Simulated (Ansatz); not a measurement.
Planning a run of Ansatz 0.2.0 on BAs (F-43m). The input:

```yaml
crystal:
  lattice:
    - [0.0, 2.3885, 2.3885]
    - [2.3885, 0.0, 2.3885]
    - [2.3885, 2.3885, 0.0]
  atoms:
    - { symbol: B, position: [0.0, 0.0, 0.0] }
    - { symbol: As, position: [0.25, 0.25, 0.25] }
  host: atoms
kpoints:
  mp_grid: { grid: [6, 6, 6] }
  band_path:
    path:
      - [0.0, 0.0, 0.0]
      - [-0.5, -0.5, 0.0]
      - [-0.375, -0.375, 0.25]
      - [-0.375, 0.0, 0.375]
      - [0.0, 0.0, 0.5]
      - [-0.5, -0.25, 0.25]
      - [-0.4, -0.4, 0.0]
    npoints: 1
hamiltonian:
  xc:
    exchange: pbe
    correlation: pbe
    exx: { coeff: inverse_dielectric }
scf:
  occupations: { method: fixed }
  n_extra_bands: 4
output:
  eigenvalues: true
```

```sh
ansatz run input.yaml --threads 3 --pin off --max-ram 92160MiB --backend cuda --events-out ev --progress --plain --runs-dir out --devices 1 --max-vram 13GiB  # rebuilt from the run's record
```

**Question.** How long will it take on 1 × NVIDIA H100 80GB HBM3 (shared by 6 runs) with 3 threads of AMD EPYC 7R13 (Zen 3), shared host, and how much memory?

It took 22 s; on shared hardware allow 11 s to 44 s. Peak host memory was 1.2 GiB. The sizes that set the cost: 531 plane waves a state, 16 irreducible k points and 10 SCF cycles.

Exact exchange couples every pair of k points and filled bands, so it costs far more than a semilocal run.

[Paths, hosts, dates, memory and timing lines, banners, echoed tables and standing remarks are left out of the program output.]

[Logs are printed without paths, hosts, clocks, repeated set-up lines and the standing remarks that a program may print on its own settings, such as how far it seeks lower states.]

[Runs of the session that timed out or met a known fault of the program may be left out.]

[Cells called generated may have been cut or substituted from an entry of the Crystallography Open Database or the Materials Project.]

[Hosts, paths, dates, database ids (printed as entryN), source tags and the programs' standing remarks are cut or masked in the printed files.]
